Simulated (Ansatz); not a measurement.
The system is WS2.

```
W S
1.0
     3.18000    0.00000    0.00000
    -1.59000    2.75396    0.00000
     0.00000    0.00000   12.50000
W S
2 4
Direct
  0.33333 0.66667 0.25000
  0.66667 0.33333 0.75000
  0.33333 0.66667 0.62000
  0.66667 0.33333 0.12000
  0.33333 0.66667 0.88000
  0.66667 0.33333 0.38000
```

- Program: Ansatz 0.2.0
- Task: single point
- Functional: PBE
- Potentials or basis: all-electron LAPW, scalar-relativistic
- Cutoff: 271 eV (chosen from the basis error)
- Basis error allowed: 0.001 eV/atom
- k mesh: 10 × 10 × 3
- Occupations: fermi-dirac, width 0.05 eV
- Spin: no spin polarisation

On this cell: pressure -3.6 GPa; largest force 1.052 eV/Å; band gap on the k mesh 1.07 eV, indirect (least direct gap 2.12 eV).

The same run follows on a disturbed copy (atoms moved at random, drawn with an rms of 0.05 Å):

```
W S
1.0
     3.18000    0.00000    0.00000
    -1.59000    2.75396    0.00000
     0.00000    0.00000   12.50000
W S
2 4
Direct
  0.32375 0.67338 0.25245
  0.65426 0.32681 0.75050
  0.32860 0.67888 0.61840
  0.66656 0.33427 0.11972
  0.33962 0.66972 0.87938
  0.66555 0.32387 0.37626
```

Q: What changes?

A: The energy moves by +14.0 meV/atom; pressure -2.6 GPa; largest force 1.996 eV/Å; band gap on the k mesh 1.03 eV, indirect (least direct gap 2.03 eV).

Forces in eV/Å, atoms in the order of the input:
```
W    0.886 -0.615 -1.680
W    0.372  0.686 -0.552
S    0.022 -0.447  1.388
S   -0.342  0.140  1.419
S   -0.393 -0.240 -0.839
S   -0.545  0.476  0.264
```

Stress tensor (GPa, compression positive):
```
-1.78  0.25 -1.32
 0.25 -0.70  1.20
-1.32  1.20 -5.20
```

Caveats: spin-orbit coupling is left out, which moves the levels of the heavy elements; an odd mesh through Γ misses points on the zone boundary, where band edges often lie; this functional lacks dispersion, which binds the layers, so the pressure and a relaxed spacing across them are unreliable (some runs); forces of over 1 eV/Å show positions far from the minimum, so gaps and moduli don't describe the material at rest (some runs).

The runs don't all hold the same shells in valence.
